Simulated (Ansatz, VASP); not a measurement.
# C in VASP and in Ansatz

Contents of POSCAR:

```
C
1.0
    4.2551700000      0.0000000000      0.0000000000
    0.0000000000      4.2551700000      0.0000000000
    0.0000000000      0.0000000000      1.2822900000
C
1
Direct
    0.5000000000      0.5000000000      0.5000000000
```

File INCAR.step1:

```
PREC     = Accurate       # precision mode
ENCUT    = 520            # plane-wave cutoff, eV
EDIFF    = 1E-5           # SCF threshold, eV
ISMEAR   = -1             # smearing method
SIGMA    = 0.05           # smearing width, eV
LREAL    = F              # projectors in reciprocal space
LASPH    = T              # aspherical terms in the spheres
NELM     = 80             # most SCF steps
ALGO     = Normal         # electronic algorithm
ISIF     = 2              # what is computed and relaxed
LWAVE    = T              # write WAVECAR
LCHARG   = F              # write CHGCAR
GGA      = PE             # functional
NBANDS   = 8              # bands
```

INCAR.step2

```
PREC     = Accurate       # precision mode
ENCUT    = 520            # plane-wave cutoff, eV
EDIFF    = 1E-6           # SCF threshold, eV
ISMEAR   = -1             # smearing method
SIGMA    = 0.05           # smearing width, eV
LREAL    = F              # projectors in reciprocal space
LASPH    = T              # aspherical terms in the spheres
NELM     = 80             # most SCF steps
ALGO     = Normal         # electronic algorithm
ISIF     = 2              # what is computed and relaxed
LWAVE    = F              # write WAVECAR
LCHARG   = F              # write CHGCAR
METAGGA  = R2SCAN         # meta-GGA
LHFCALC  = T              # exact exchange
AEXX     = 0.15           # exact-exchange fraction
LMIXTAU  = T            
PRECFOCK = Normal       
ISTART   = 1            
NBANDS   = 8              # bands
```

Contents of KPOINTS:

```
regular mesh
0
Gamma
  4 4 11
```

File input.yaml:

```yaml
crystal:
  lattice:
    - [4.25517, 0.0, 0.0]
    - [0.0, 4.25517, 0.0]
    - [0.0, 0.0, 1.28229]
  atoms:
    - { symbol: C, position: [0.5, 0.5, 0.5] }
hamiltonian:
  xc: { exchange: r2scan, correlation: r2scan, exx: { coeff: 0.15 } }
  pseudopotentials: { kind: paw }
kpoints:
  mp_grid: { grid: [4, 4, 11] }
scf:
  occupations: { method: fermi_dirac, width: 0.05 }
output:
  forces: true
  stress: true
  eigenvalues: true
```

The cell was built by a generator and needn't be a form met in nature.

Alike in both runs: task single point; functional r2SCAN-based global hybrid; k mesh 4 × 4 × 11; occupations fermi-dirac, width 0.05 eV; no spin polarisation.

```csv
,VASP,Ansatz
version,VASP 6.6.1,Ansatz 0.2.0
potentials or method,"VASP PAW PBE potentials, release 64 (C)",Ansatz PAW
plane-wave cutoff (eV),520,500
valence electrons in the cell,4,4
```

|  | VASP | Ansatz | Ansatz less VASP |
| --- | --- | --- | --- |
| gap on the k mesh at the Fermi level (eV) | none | none | - |
| pressure (GPa) | -2.3 | -2.3 | +0.02 |
| largest component of the traceless stress (GPa) | 2.19 | 2.38 | +0.188 |

A gap of «none» marks a metal or a gap that the smearing closes.

Caveats: the k mesh is coarse (spacing up to 0.45 Å⁻¹), so the values aren't converged (VASP); the PAW data sets were made with another functional, which shifts forces and pressure a little (VASP); the k mesh is coarse (spacing up to 0.45 Å⁻¹), so the values aren't converged, least of all with exact exchange (Ansatz); the PAW data sets come from PBE, with cores solved anew for the run's functional, which leaves a small shift of forces and pressure (Ansatz); the thresholds are loose for stress (Ansatz).
